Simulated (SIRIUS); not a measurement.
# Al (Pm-3m) in SIRIUS: reference runs

Reference runs on Al: the cell as given and a disturbed copy.

Program: SIRIUS 7.10.0. These are calculated values, not measurements. Logs are shortened: lines on timing, memory, paths and dates and some standing lists are left out, and cuts for length are marked. The log counts tension as positive stress, the text compression.

## (1) The crystal as given

It takes space group Pm-3m (No. 221, cubic). The conventional cell has a = 2.722 Å, b = 2.722 Å, c = 2.722 Å, α = 90.00°, β = 90.00°, γ = 90.00°. Al (site symmetry m-3m) has 6 Al at 2.72 Å as nearest neighbours.

The cell was built by a generator and needn't be a form met in nature.

## (2) Single point, PBE

Input file sirius.json:

```json
{
  "control": {
    "processing_unit": "cpu",
    "verbosity": 2,
    "num_bands_to_print": 7,
    "print_forces": true,
    "print_stress": true
  },
  "parameters": {
    "electronic_structure_method": "pseudopotential",
    "xc_functionals": ["XC_GGA_X_PBE", "XC_GGA_C_PBE"],
    "gk_cutoff": 6.4,
    "pw_cutoff": 12.8,
    "ngridk": [10, 10, 10],
    "shiftk": [0, 0, 0],
    "smearing": "fermi_dirac",
    "smearing_width": 0.0018374661,
    "num_bands": 7,
    "num_mag_dims": 0,
    "num_dft_iter": 100,
    "energy_tol": 1e-08,
    "density_tol": 1e-06
  },
  "iterative_solver": {
    "type": "davidson",
    "min_tolerance": 1e-09,
    "tolerance_scale": [0.1, 0.25]
  },
  "mixer": {
    "type": "anderson",
    "beta": 0.7,
    "max_history": 8
  },
  "settings": {
    "tol_ne": 1e-10,
    "pseudo_grid_cutoff": 6.5
  },
  "unit_cell": {
    "lattice_vectors": [
      [5.143380976961, 0.0, 0.0],
      [0.0, 5.143380976961, 0.0],
      [0.0, 0.0, 5.143380976961]
    ],
    "atom_coordinate_units": "lattice",
    "atom_types": ["Al"],
    "atom_files": {
      "Al": "Al.json"
    },
    "atoms": {
      "Al": [
        [0.0, 0.0, 0.0]
      ]
    }
  }
}
```

Potentials or basis: PseudoDojo 0.4.1 PBE standard (scalar relativistic).

Command:

```bash
> upf_to_json Al.upf
> OMP_NUM_THREADS=1 sirius.scf --input=sirius.json --output=out.json --task=0
```

Log:

```text
[info] SIRIUS version : 7.10.0
[info] number of MPI ranks           : 1
[info] MPI grid                      : 1 1
[info] maximum number of OMP threads : 1
[fft] FFT context for density and potential
[fft] =====================================
[fft]   comm size                             : 1
[fft]   plane wave cutoff                     : 12.8
[fft]   grid size                             : 24 24 24   total : 13824
[fft]   grid limits                           : -11 12   -11 12   -11 12
[fft]   number of G-vectors within the cutoff : 2401
[fft]   local number of G-vectors             : 2401
[fft]   number of G-shells                    : 161
[fft] FFT context for coarse grid
[fft] =====================================
[fft]   comm size                             : 1
[fft]   plane wave cutoff                     : 12.8
[fft]   grid size                             : 24 24 24   total : 13824
[fft]   grid limits                           : -11 12   -11 12   -11 12
[fft]   number of G-vectors within the cutoff : 2401
[fft]   local number of G-vectors             : 2401
[fft]   number of G-shells                    : 161
[unit cell] lattice vectors
[unit cell]   a1 :       5.1433809770      0.0000000000      0.0000000000
[unit cell]   a2 :       0.0000000000      5.1433809770      0.0000000000
[unit cell]   a3 :       0.0000000000      0.0000000000      5.1433809770
[unit cell] reciprocal lattice vectors
[unit cell]   b1 :       1.2216060477      0.0000000000      0.0000000000
[unit cell]   b2 :       0.0000000000      1.2216060477      0.0000000000
[unit cell]   b3 :       0.0000000000      0.0000000000      1.2216060477
[unit cell] unit cell volume :       136.06489248 [a.u.^3]
[unit cell] 1/sqrt(omega)    :         0.08572884
[unit cell] MT volume        :         0.00000000 ( 0.00%)
[unit cell] IT volume        :       136.06489248 (100.00%)
[unit cell] number of atom types : 1
[unit cell] type id : 0 symbol : Al mt_radius :  18.750000 num_atoms : 1
[unit cell] total number of atoms : 1
[unit cell] number of symmetry classes : 1
[unit cell] number of PAW atoms : 0
[unit cell] atom id  type id  class id             position                      vector_field
[unit cell] ------------------------------------------------------------------------------------------
[unit cell]      0        0        0      0.00000   0.00000   0.00000      0.00000   0.00000   0.00000
[unit cell] atom id         position (Cartesian, a.u.)
[unit cell] ---------------------------------------------
[unit cell]      0       0.000000    0.000000    0.000000
[unit cell] class id : 0 atom id : 0
[unit cell] minimum bond length:     5.143381
[unit cell] total number of pseudo wave-functions: 4
[... 266 lines left out ...]
[find] valence_eval_sum               :       0.20599494
[find] <rho|V^{XC}>                   :      -1.03475276
[find] <rho|E^{XC}>                   :      -1.04564800
[find] <mag|B^{XC}>                   :       0.00000000
[find] <rho|V^{H}>                    :       0.03265532
[find] one-electron contribution      :       1.20809237 (Ha),       2.41618475 (Ry)
[find] hartree contribution           :       0.01632766
[find] xc contribution                :      -1.04564800
[find] ewald contribution             :      -2.48238245
[find] PAW contribution               :       0.00000000
[find] smearing (-TS)                 :      -0.00016122
[find] SCF correction                 :       0.00000003
[find] Total energy                   :      -2.30361037 (Ha),      -4.60722075 (Ry)
[find] Free energy (E-TS)             :      -2.30377159 (Ha),      -4.60754319 (Ry)
[find] band gap (eV)                  :       0.00000000
[find] Efermi                         :       0.20593876
[find] iteration : 9, RMS : 2.589522422472e-08, energy difference : 1.686921713429e-10
[find] Hartree energy of density residual : 1.517096767077e-13
[find] bands are converged : false
[find] iterative solver converged : true
[find] converged after 10 SCF iterations!
[find] Charges and magnetic moments
[find] --------------------------------------------------------------------------------
[find] total charge          : 3.000000
[find] Energy
[find] --------------------------------------------------------------------------------
[find] valence_eval_sum               :       0.20599494
[find] <rho|V^{XC}>                   :      -1.03475276
[find] <rho|E^{XC}>                   :      -1.04564800
[find] <mag|B^{XC}>                   :       0.00000000
[find] <rho|V^{H}>                    :       0.03265532
[find] one-electron contribution      :       1.20809237 (Ha),       2.41618475 (Ry)
[find] hartree contribution           :       0.01632766
[find] xc contribution                :      -1.04564800
[find] ewald contribution             :      -2.48238245
[find] PAW contribution               :       0.00000000
[find] smearing (-TS)                 :      -0.00016122
[find] SCF correction                 :       0.00000003
[find] Total energy                   :      -2.30361037 (Ha),      -4.60722075 (Ry)
[find] Free energy (E-TS)             :      -2.30377159 (Ha),      -4.60754319 (Ry)
[find] band gap (eV)                  :       0.00000000
[find] Efermi                         :       0.20593876
[ground_state] === stress tensor components [kbar] ===
[ground_state] === stress_kin ===
[ground_state] -1136.635761    0.000000   -0.000000
[ground_state]     0.000000-1136.635761    0.000000
[ground_state]    -0.000000    0.000000-1136.635761
[ground_state] === stress_har ===
[ground_state]   -11.768314    0.000000    0.000000
[ground_state]     0.000000  -11.768314   -0.000000
[ground_state]     0.000000   -0.000000  -11.768314
[ground_state] === stress_ewald ===
[ground_state]  1789.200290    0.000000    0.000000
[ground_state]     0.000000 1789.200290   -0.000000
[ground_state]     0.000000   -0.000000 1789.200290
[ground_state] === stress_vloc ===
[ground_state]   -77.840403    0.000000    0.000000
[ground_state]     0.000000  -77.840403   -0.000000
[ground_state]     0.000000   -0.000000  -77.840403
[ground_state] === stress_xc ===
[ground_state]   -19.687525    0.000000    0.000000
[ground_state]     0.000000  -19.687525    0.000000
[ground_state]     0.000000    0.000000  -19.687525
[ground_state] === stress_core ===
[ground_state]   635.402044    0.000000    0.000000
[ground_state]     0.000000  635.402044    0.000000
[ground_state]     0.000000    0.000000  635.402044
[ground_state] === stress_nonloc ===
[ground_state] -1180.787329    0.000000    0.000000
[ground_state]     0.000000-1180.787329   -0.000000
[ground_state]     0.000000   -0.000000-1180.787329
[ground_state] === stress_us_nl ===
[ground_state] -1180.787329    0.000000    0.000000
[ground_state]     0.000000-1180.787329   -0.000000
[ground_state]     0.000000   -0.000000-1180.787329
[ground_state] === stress_total ===
[ground_state]    -2.116998    0.000000   -0.000000
[ground_state]     0.000000   -2.116998    0.000000
[ground_state]    -0.000000    0.000000   -2.116998
[ground_state] ==== total Forces in Ha/bohr =====
[ground_state] atom:    0, force:       0.0000000      0.0000000      0.0000000
[ground_state] ==== ultrasoft contribution from Qij =====
[ground_state] atom:    0, force:       0.0000000      0.0000000      0.0000000
[ground_state] ==== non-local contribution from Beta-projector =====
[ground_state] atom:    0, force:       0.0000000      0.0000000      0.0000000
[ground_state] ==== contribution from local potential =====
[ground_state] atom:    0, force:       0.0000000      0.0000000      0.0000000
[ground_state] ==== contribution from core density =====
[ground_state] atom:    0, force:       0.0000000      0.0000000      0.0000000
[ground_state] ==== Ewald forces from ions =====
[ground_state] atom:    0, force:       0.0000000      0.0000000      0.0000000
[~DFT_ground_state] local op. applied: 10874
[~DFT_ground_state] evp. work count: 6936.75
[~DFT_ground_state] number of iterative solver steps: 1904
```

Run time: 6 s. Hardware: 1 thread of Arm Neoverse V1, shared host; peak memory 0.18 GiB.

What came out:

| Quantity | Value |
| --- | --- |
| Free energy | -62.6888 eV |
| Pressure | 0.2 GPa |
| Band gap on the k mesh | none (metal or under the smearing width) |

## (3) Single point, PBE (cell strained at random at fixed volume)

Edit sirius.json of step 2 so:

```diff
@@ -39,6 +39,7 @@
     "lattice_vectors": [
-      [5.143380976961, 0.0, 0.0],
-      [0.0, 5.143380976961, 0.0],
-      [0.0, 0.0, 5.143380976961]
+      [0.999932764984, 0.008321466369, 0.00807581016],
+      [0.008321466369, 1.012324633554, 0.017562766523],
+      [0.00807581016, 0.017562766523, 0.9866324458]
     ],
+    "lattice_vectors_scale": 5.1463253637,
     "atom_coordinate_units": "lattice",
@@ -50,3 +51,3 @@
       "Al": [
-        [0.0, 0.0, 0.0]
+        [0.010173, -0.020131, 0.003533]
       ]
```

Potentials or basis: PseudoDojo 0.4.1 PBE standard (scalar relativistic).

Command:

```bash
> upf_to_json Al.upf
> OMP_NUM_THREADS=1 sirius.scf --input=sirius.json --output=out.json --task=0
```

Log:

```text
[info] SIRIUS version : 7.10.0
[info] number of MPI ranks           : 1
[info] MPI grid                      : 1 1
[info] maximum number of OMP threads : 1
[fft] FFT context for density and potential
[fft] =====================================
[fft]   comm size                             : 1
[fft]   plane wave cutoff                     : 12.8
[fft]   grid size                             : 24 24 24   total : 13824
[fft]   grid limits                           : -11 12   -11 12   -11 12
[fft]   number of G-vectors within the cutoff : 2415
[fft]   local number of G-vectors             : 2415
[fft]   number of G-shells                    : 2415
[fft] FFT context for coarse grid
[fft] =====================================
[fft]   comm size                             : 1
[fft]   plane wave cutoff                     : 12.8
[fft]   grid size                             : 24 24 24   total : 13824
[fft]   grid limits                           : -11 12   -11 12   -11 12
[fft]   number of G-vectors within the cutoff : 2415
[fft]   local number of G-vectors             : 2415
[fft]   number of G-shells                    : 2415
[unit cell] lattice vectors
[unit cell]   a1 :       5.1459793504      0.0428249734      0.0415607467
[unit cell]   a2 :       0.0428249734      5.2097519380      0.0903837108
[unit cell]   a3 :       0.0415607467      0.0903837108      5.0775315805
[unit cell] reciprocal lattice vectors
[unit cell]   b1 :       1.2211506457     -0.0098676866     -0.0098197429
[unit cell]   b2 :      -0.0098676866      1.2064953936     -0.0213957157
[unit cell]   b3 :      -0.0098197429     -0.0213957157      1.2379100253
[unit cell] unit cell volume :       136.06491726 [a.u.^3]
[unit cell] 1/sqrt(omega)    :         0.08572883
[unit cell] MT volume        :         0.00000000 ( 0.00%)
[unit cell] IT volume        :       136.06491726 (100.00%)
[unit cell] number of atom types : 1
[unit cell] type id : 0 symbol : Al mt_radius :  18.750000 num_atoms : 1
[unit cell] total number of atoms : 1
[unit cell] number of symmetry classes : 1
[unit cell] number of PAW atoms : 0
[unit cell] atom id  type id  class id             position                      vector_field
[unit cell] ------------------------------------------------------------------------------------------
[unit cell]      0        0        0      0.01017  -0.02013   0.00353      0.00000   0.00000   0.00000
[unit cell] atom id         position (Cartesian, a.u.)
[unit cell] ---------------------------------------------
[unit cell]      0       0.051635   -0.104123    0.016542
[unit cell] class id : 0 atom id : 0
[unit cell] minimum bond length:     5.078506
[unit cell] total number of pseudo wave-functions: 4
[sym] space group number   : 2
[sym] international symbol : P-1
[sym] Hall symbol          : -P 1
[sym] space group transformation matrix :
[sym]   0.0000  0.0000  1.0000
[sym]   1.0000  0.0000  0.0000
[sym]   0.0000  1.0000  0.0000
[sym] space group origin shift :
[... 214 lines left out ...]
[find] iteration : 6, RMS : 2.950710751901e-07, energy difference : -1.547501371491e-08
[find] Hartree energy of density residual : 2.899588278646e-12
[find] | SCF iteration   7 out of 100|
[diagonalize] iterative solver tolerance (occupied, empty): 1.33568e-08 1.33568e-08
[diagonalize] average number of iterations: 2.5119
[find] Total energy                   :      -2.30367513 (Ha),      -4.60735026 (Ry)
[find] Free energy (E-TS)             :      -2.30381707 (Ha),      -4.60763415 (Ry)
[find] band gap (eV)                  :       0.00000000
[find] Efermi                         :       0.20700543
[find] iteration : 7, RMS : 1.081148029238e-07, energy difference : -3.206622523066e-09
[find] Hartree energy of density residual : 3.332701385088e-13
[find] bands are converged : false
[find] iterative solver converged : false
[find] +------------------------------+
[find] | SCF iteration   8 out of 100|
[find] +------------------------------+
[diagonalize] iterative solver tolerance (occupied, empty): 3.3392e-09 3.3392e-09
[diagonalize] average number of iterations: 2.73611
[diagonalize] Lowest band energies
[diagonalize] ik:    0   -0.145511    0.493572    0.505252    0.522782    0.540013    0.560335    0.770713
[diagonalize] ik:    1   -0.138264    0.407797    0.505071    0.529042    0.566270    0.617559    0.800995
[diagonalize] ik:    2   -0.116615    0.300883    0.522309    0.547574    0.584422    0.681345    0.886706
[diagonalize] ik:    3   -0.080894    0.201801    0.548797    0.577947    0.614369    0.730432    0.832638
[diagonalize] ik:    4   -0.032120    0.114367    0.577917    0.618170    0.654685    0.755613    0.776831
[diagonalize] ...
[diagonalize] ik:  499    0.179786    0.200812    0.205019    0.295459    0.719575    0.744145    0.753628
[diagonalize] ik:  500    0.198613    0.221068    0.224424    0.315779    0.614900    0.642589    0.650095
[diagonalize] ik:  501    0.229278    0.252790    0.256056    0.348110    0.518618    0.544989    0.562125
[diagonalize] ik:  502    0.268393    0.290858    0.296365    0.386384    0.439620    0.464193    0.491858
[diagonalize] ik:  503    0.294464    0.313878    0.324135    0.394152    0.412569    0.423037    0.461871
[find] Charges and magnetic moments
[find] --------------------------------------------------------------------------------
[find] total charge          : 3.000000
[find] Energy
[find] --------------------------------------------------------------------------------
[find] valence_eval_sum               :       0.20584913
[find] <rho|V^{XC}>                   :      -1.03473787
[find] <rho|E^{XC}>                   :      -1.04562067
[find] <mag|B^{XC}>                   :       0.00000000
[find] <rho|V^{H}>                    :       0.03284304
[find] one-electron contribution      :       1.20774396 (Ha),       2.41548792 (Ry)
[find] hartree contribution           :       0.01642152
[find] xc contribution                :      -1.04562067
[find] ewald contribution             :      -2.48221994
[find] PAW contribution               :       0.00000000
[find] smearing (-TS)                 :      -0.00014195
[find] SCF correction                 :       0.00000001
[find] Total energy                   :      -2.30367513 (Ha),      -4.60735026 (Ry)
[find] Free energy (E-TS)             :      -2.30381707 (Ha),      -4.60763415 (Ry)
[find] band gap (eV)                  :       0.00000000
[find] Efermi                         :       0.20700565
[find] iteration : 8, RMS : 1.810137387161e-08, energy difference : -6.189950774171e-10
[find] Hartree energy of density residual : 1.366528484404e-14
[find] bands are converged : false
[find] iterative solver converged : true
[find] converged after 9 SCF iterations!
[find] Charges and magnetic moments
[find] --------------------------------------------------------------------------------
[find] total charge          : 3.000000
[find] Energy
[find] --------------------------------------------------------------------------------
[find] valence_eval_sum               :       0.20584913
[find] <rho|V^{XC}>                   :      -1.03473787
[find] <rho|E^{XC}>                   :      -1.04562067
[find] <mag|B^{XC}>                   :       0.00000000
[find] <rho|V^{H}>                    :       0.03284304
[find] one-electron contribution      :       1.20774396 (Ha),       2.41548792 (Ry)
[find] hartree contribution           :       0.01642152
[find] xc contribution                :      -1.04562067
[find] ewald contribution             :      -2.48221994
[find] PAW contribution               :       0.00000000
[find] smearing (-TS)                 :      -0.00014195
[find] SCF correction                 :       0.00000001
[find] Total energy                   :      -2.30367513 (Ha),      -4.60735026 (Ry)
[find] Free energy (E-TS)             :      -2.30381707 (Ha),      -4.60763415 (Ry)
[find] band gap (eV)                  :       0.00000000
[find] Efermi                         :       0.20700565
[ground_state] === stress tensor components [kbar] ===
[ground_state] === stress_kin ===
[ground_state] -1138.138657    2.692792   -2.554576
[ground_state]     2.692792-1143.992497   -2.282984
[ground_state]    -2.554576   -2.282984-1127.140599
[ground_state] === stress_har ===
[ground_state]   -11.966568   -0.176232   -0.001119
[ground_state]    -0.176232   -7.330147   -0.229275
[ground_state]    -0.001119   -0.229275  -16.211167
[ground_state] === stress_ewald ===
[ground_state]  1791.350459  -10.262413   -9.999535
[ground_state]   -10.262413 1857.776729  -21.890771
[ground_state]    -9.999535  -21.890771 1718.121329
[ground_state] === stress_vloc ===
[ground_state]   -78.188552   10.975563   11.748506
[ground_state]    10.975563 -145.934905   24.361101
[ground_state]    11.748506   24.361101   -9.839263
[ground_state] === stress_xc ===
[ground_state]   -19.662484   -0.062458   -0.066657
[ground_state]    -0.062458  -19.399466   -0.139109
[ground_state]    -0.066657   -0.139109  -19.920075
[ground_state] === stress_core ===
[ground_state]   635.341976    0.327900    0.444467
[ground_state]     0.327900  633.959083    0.814210
[ground_state]     0.444467    0.814210  636.663438
[ground_state] === stress_nonloc ===
[ground_state] -1179.547973   -2.959357   -3.977422
[ground_state]    -2.959357-1168.038170   -7.210159
[ground_state]    -3.977422   -7.210159-1190.669799
[ground_state] === stress_us_nl ===
[ground_state] -1179.547973   -2.959357   -3.977422
[ground_state]    -2.959357-1168.038170   -7.210159
[ground_state]    -3.977422   -7.210159-1190.669799
[ground_state] === stress_total ===
[ground_state]    -0.811798    0.535796   -4.406336
[ground_state]     0.535796    7.040627   -6.576988
[ground_state]    -4.406336   -6.576988   -8.996135
[ground_state] ==== total Forces in Ha/bohr =====
[ground_state] atom:    0, force:       0.0000000      0.0000000      0.0000000
[... 8 lines left out ...]
[ground_state] ==== Ewald forces from ions =====
[ground_state] atom:    0, force:       0.0000000      0.0000000      0.0000000
[~DFT_ground_state] local op. applied: 93658
[~DFT_ground_state] evp. work count: 59505.1
[~DFT_ground_state] number of iterative solver steps: 17441
```

It took 37 s on 1 thread of Arm Neoverse V1, shared host; peak memory 0.49 GiB.

What came out:

```yaml
Free_energy: -62.6901 eV
Pressure: 0.1 GPa
Band_gap_on_the_k_mesh: none (metal or under the smearing width)
```

Stress tensor (GPa, compression positive):
```
 0.08 -0.05  0.44
-0.05 -0.70  0.66
 0.44  0.66  0.90
```
